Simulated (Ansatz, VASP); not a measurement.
# SiC: VASP beside Ansatz, part 2 of 2

One calculation is typed for both programs; each brings its own data sets and cutoff. How far apart do they land? The cell is taken from a series of VASP runs on this material, whose earlier steps may have relaxed, scaled or displaced it; both programs get it as it stands.

VASP 6.6.1 and Ansatz 0.2.0.

So far: Starting point; VASP: relaxation of cell and atoms, LDA.

### Step 3. Ansatz: relaxation of cell and atoms, LDA

Level of this step: Ansatz beside VASP: Kohn-Sham DFT, plane waves, LDA (Ansatz).

Ansatz runs on its default PAW (the set named soft_2) files.

The same cell, functional (in two slightly different forms), mesh and smearing now go to Ansatz, which takes its cutoff from its data sets.

File input.yaml:

```yaml
crystal:
  lattice:
    - [3.0601349154, 0.0, 0.0]
    - [-1.5300674577, 2.6501545757, 0.0]
    - [0.0, 0.0, 10.0190757747]
  atoms:
    - { symbol: Si, position: [0.0, 0.0, 0.1878851084] }
    - { symbol: Si, position: [0.0, 0.0, 0.6878851084] }
    - { symbol: Si, position: [0.3333333333, 0.6666666667, 0.4378578359] }
    - { symbol: Si, position: [0.6666666667, 0.3333333333, 0.9378578359] }
    - { symbol: C, position: [0.0, 0.0, 0.0004566014] }
    - { symbol: C, position: [0.0, 0.0, 0.5004566014] }
    - { symbol: C, position: [0.3333333333, 0.6666666667, 0.2497994544] }
    - { symbol: C, position: [0.6666666667, 0.3333333333, 0.7497994544] }
hamiltonian:
  xc: lda
  pseudopotentials: { kind: paw }
kpoints:
  mp_grid: { grid: [8, 8, 2] }
scf:
  occupations: { method: gaussian, width: 0.03 }
relax:
  f_tol: 0.01
  max_steps: 60
  cell: { stress_tol: 0.05 }
output:
  forces: true
  stress: true
```

Started as:

```sh
$ ansatz run input.yaml --threads 4 --pin off --max-ram 9216MiB --backend cpu --events-out ev --progress --plain --runs-dir out
```

Numbers of over 12 decimals in the logs are rounded to 6 here.

The program printed:

```text
Engine: ansatz 0.2.0, aarch64-unknown-linux-gnu
Pseudopotentials: kind: paw
Pseudopotential: Si, paw, valence charge 4, recommended cutoff 420 eV (normal), Si.paw.azcp
Pseudopotential: C, paw, valence charge 4, recommended cutoff 420 eV (normal), C.paw.azcp
Functional definition: SPW92
  exchange = slater_x
  correlation = pw_c
Crystal: 8 atoms, lattice volume = 81.253 Å³
Basis set: ecut = 420 eV, 1569 PW (Γ)
Bands: 24, of which v1, the nominal top of the filled ones, is band 16 counted from 1 (15 counted from 0)
Symmetry: 12 space group operations
Space group: P63mc (ITA 186), of the structure as read, at distance tolerance 4.3e-5 Å
k-points: 20 of 128
Non-local potential: Si, projectors of the file, l = 0: 2, l = 1: 2, l = 2: 2
Non-local potential: C, projectors of the file, l = 0: 2, l = 1: 2, l = 2: 1
PAW form: soft (Blöchl's): semilocal exchange-correlation on the pseudo side does not see the compensation charge
PAW frozen core: Si, regenerated for the run's functional, and the local potential with it (the file was generated under x = pbe(κ = 0.804, μ = 0.219515), c = pbe(β = 0.066725))
PAW frozen core: C, regenerated for the run's functional, and the local potential with it (the file was generated under x = pbe(κ = 0.804, μ = 0.219515), c = pbe(β = 0.066725))
PAW one-centre angular grid: Si, 110 points (default); XC on 64 Gauss nodes
PAW one-centre angular grid: C, 110 points (default); XC on 64 Gauss nodes
Initial density: superposition of atomic densities (neutral atoms: chi_scale 0, normalization atom), corrected by the library's trained network
Initial wavefunctions: pseudopotential atomic-orbital guess
Functional: x = slater, c = lda
SCF iter   1: F=—  HF=-3408.825388 eV  |F-HF|=—  |Δ(HF+E_count)|=         —  Δρ=7.80e-3  dr2=5.10e-2  ethr=1.77e-3  ⟨swp⟩=6.4  Hψ=2695  notcnv=0  defer=1
preconditioner: auto → none  [insulator: Δε(μ)=2.107 eV  Ē_g=11.930 eV  σ=0.030 eV  W_gap=1.00  n_scr=6 (ndim 8)  ℏωp=23.3 eV  f_vac=0.000  D(μ)=0.00/eV (n_scr^D=0)  ε∞_Penn≈4.8]
SCF iter   2: F=—  HF=-3408.810995 eV  |F-HF|=—  |Δ(HF+E_count)|=   1.44e-2  Δρ=2.72e-3  dr2=2.56e-3  ethr=1.59e-4  ⟨swp⟩=3.0  Hψ=1018  notcnv=0  defer=62
SCF iter   3: F=—  HF=-3408.810389 eV  |F-HF|=—  |Δ(HF+E_count)|=   6.06e-4  Δρ=9.17e-4  dr2=2.85e-4  ethr=8.00e-6  ⟨swp⟩=1.0  Hψ=418  notcnv=0  defer=62
SCF iter   4: F=—  HF=-3408.810334 eV  |F-HF|=—  |Δ(HF+E_count)|=   5.57e-5  Δρ=6.81e-5  dr2=7.99e-6  ethr=8.89e-7  ⟨swp⟩=2.0  Hψ=707  notcnv=0  defer=62
SCF iter   5: F=—  HF=-3408.810325 eV  |F-HF|=—  |Δ(HF+E_count)|=   8.52e-6  Δρ=2.13e-5  dr2=4.47e-7  ethr=2.50e-8  ⟨swp⟩=2.0  Hψ=639  notcnv=0  defer=62
SCF iter   6: F=-3408.810325 eV  HF=-3408.810325 eV  |F-HF|=1.04e-8  |Δ(HF+E_count)|=   4.38e-8  Δρ=7.59e-6  dr2=3.79e-8  ethr=3.13e-10  ⟨swp⟩=5.0  Hψ=1628  notcnv=0
SCF 1 converged in 6 iterations: F = -3408.810325 eV  dr2 = 3.79e-8
  greatest PAW one-centre occupation: 0.640 electrons in one spin orbital (limit 2), on the C atom at site 7 (counted from 0), in its partial waves of l = 0
relax step   1: F+E_penalty+E_count = -3408.81032498 eV  Δ(F+E_penalty+E_count) = +0.000e0 eV  max|allowed force component| = 4.254e-3 eV/Å  Δτ_max = 0.0000 Å  P = -0.410 GPa  Ω = 81.253 Å³  (6 SCF iters, dr2 threshold 1.00e-7 eV, accepted)
[...]
relax step   2: F+E_penalty+E_count = -3408.81066043 eV  Δ(F+E_penalty+E_count) = -3.354e-4 eV  max|allowed force component| = 2.883e-3 eV/Å  Δτ_max = 0.0001 Å  P = -0.190 GPa  Ω = 81.176 Å³  energy of the carried Pulay correction = +1.894e-4 eV  (6 SCF iters, dr2 threshold 5.23e-7 eV, accepted)
[...]
relax step   3: F+E_penalty+E_count = -3408.81086728 eV  Δ(F+E_penalty+E_count) = -2.068e-4 eV  max|allowed force component| = 4.484e-4 eV/Å  Δτ_max = 0.0001 Å  P = +0.005 GPa  Ω = 81.108 Å³  energy of the carried Pulay correction = +3.573e-4 eV  (6 SCF iters, dr2 threshold 9.23e-8 eV, accepted)
[...]
relax step   4: F+E_penalty+E_count = -3408.81043363 eV  Δ(F+E_penalty+E_count) = +4.336e-4 eV  max|allowed force component| = 4.998e-4 eV/Å  Δτ_max = 0.0000 Å  P = -0.001 GPa  Ω = 81.108 Å³  stress off target by 3.08e-2 GPa  SCF on the basis re-selected at this cell (its energy is not comparable with the rows above)  (8 SCF iters)
basis re-selected at this cell: Δ(F+E_penalty+E_count) = +4.336e-4 eV, ΔP = -0.007 GPa vs the last step (what re-selecting the basis moved, of the pressure what is left beyond the Pulay correction that the steps carried, after the strain that the cell walked since its last selection, with what the two solves' SCF thresholds leave and, on support functions, any second-order correction that the steps lacked; it is no m [...]
SCF converged after 8 iterations
Free energy (F): -3408.810434 eV
Harris-Foulkes:  -3408.810434 eV  (|F-HF|=0.00e0)
Internal energy: -3408.810434 eV  (E = F + TS)
E sigma→0 (E₀):  -3408.810434 eV
Fermi energy:    10.658533 eV
--- Per-component energies (eV) ---
  E_band       = 114.655811
  E_kinetic    = 547.275600
  E_local      = -421.815436  (includes V_loc(G=0)·N_el)
  E_nonlocal   = 216.702141
  E_hartree    = 127.147016
  E_xc         = -420.370613
  E_vxc        = -439.440957  (∫ρ·V_xc dr)
  E_paw        = -2312.319052  (= ΣΔE_a)
  E_vpaw       = -42.359632  (= ΣTr[D̂ρ^β])
  E_aug_tail   = 0.000061  (compensation charges beyond the density's cutoff)
  E_ewald      = -1146.018805
  E_core_change = 0.588653  (= ΣΔE_core)
  E_smearing   = -0.000000  (= −TS)
  E_closure    = 0.000000  (closes the sum)
  Σ components = -3408.810434   (vs F -3408.810434, Δ=0.00e0)
--- Forces (eV/Å), atoms counted from 1 ---
  atom   1  Si    -0.00000000     0.00000000    -0.00046413
  atom   2  Si    -0.00000000    -0.00000000    -0.00046413
  atom   3  Si     0.00000000    -0.00000000    -0.00002493
  atom   4  Si     0.00000000     0.00000000    -0.00002493
  atom   5  C      0.00000000    -0.00000000    -0.00003449
  atom   6  C      0.00000000     0.00000000    -0.00003449
  atom   7  C     -0.00000000    -0.00000000     0.00049193
  atom   8  C      0.00000000     0.00000000     0.00049193
  max |Σ_I F_I| component: 6.32e-5 eV/Å
--- Stress (GPa, compression-positive) ---
        0.013637      -0.000000      -0.000000
        0.000000       0.013637      -0.000000
       -0.000000      -0.000000      -0.030786
  P = ⅓ Tr σ = -0.0012 GPa (-0.012 kbar)
--- Relaxed structure (3 steps of the walk, 3 accepted, 1 SCFs on fresh bases) ---
  F+E_penalty+E_count = -3408.81043363 eV   max|allowed force component| = 4.998e-4 eV/Å   (the final SCF, on the basis selected at the relaxed cell)
  cell:  # Å, volume = 81.1084 Å³
    - [3.058382, 0.0, 0]
    - [-1.529191, 2.648637, 0]
    - [0, 0, 10.012706]
  atoms:
    - { symbol: Si, position: [0, 0, 0.187898] }
    - { symbol: Si, position: [0, 0, 0.687898] }
    - { symbol: Si, position: [0.333333, 0.666667, 0.437847] }
    - { symbol: Si, position: [0.666667, 0.333333, 0.937847] }
    - { symbol: C, position: [0, 0, 0.000452454] }
    - { symbol: C, position: [0, 0, 0.500452] }
    - { symbol: C, position: [0.333333, 0.666667, 0.249802] }
    - { symbol: C, position: [0.666667, 0.333333, 0.749802] }
```

The job ended after 2.8 s (4 threads of Arm Neoverse V2, shared host; peak memory 0.34 GiB; 10 s of CPU time).

### Step 4. Comparison

Known differences besides the potentials themselves: the two LDA forms differ slightly; both relaxations stop at a tolerance, which leaves soft axes loose, and VASP keeps its plane-wave basis; the cutoff is 420 eV in Ansatz and 520 eV in VASP; VASP's log shows a relativistic correction to its local exchange, Ansatz's none; Ansatz adds a Pulay correction to the stress that steers its cell, VASP none. Total energies have different zeros and are not compared.

The two programs side by side:

```csv
quantity,Ansatz,VASP,difference
volume (Å³),81.11,81.25,-0.18 %
"edge a after relaxation, in the typed setting (Å)",3.058,3.060,-0.06 %
"edge c after relaxation, in the typed setting (Å)",10.013,10.019,-0.06 %
```

The walks stopped with 0.00 GPa left in Ansatz and -0.01 GPa in VASP; each walk ends within a tolerance, so the volume difference is uncertain by about these residues over the bulk modulus, most in soft cells.

### Step 5. What came out

```yaml
difference_in_volume_relaxation_of_cell_and_atoms_lda: -0.18 %
```

**Reading.** The difference in volume is -0.18 % (relaxation of cell and atoms, LDA), within the 1.2 % picked in this series as the mark of a large difference, as far as the stopping tolerances let one tell. Such differences can come from data sets, numerical settings and the points named under the comparisons, not from the functional's error against experiment.

[Lines on the potential files, build, host, timing and source positions are cut from VASP's logs without a mark.]

[Logs are printed without paths, hosts, clocks, repeated set-up lines and the standing remarks that a program may print on its own settings, such as how far it seeks lower states.]

[Hosts, paths, dates, database ids (printed as entryN), source tags and the programs' standing remarks are cut or masked in the printed files.]
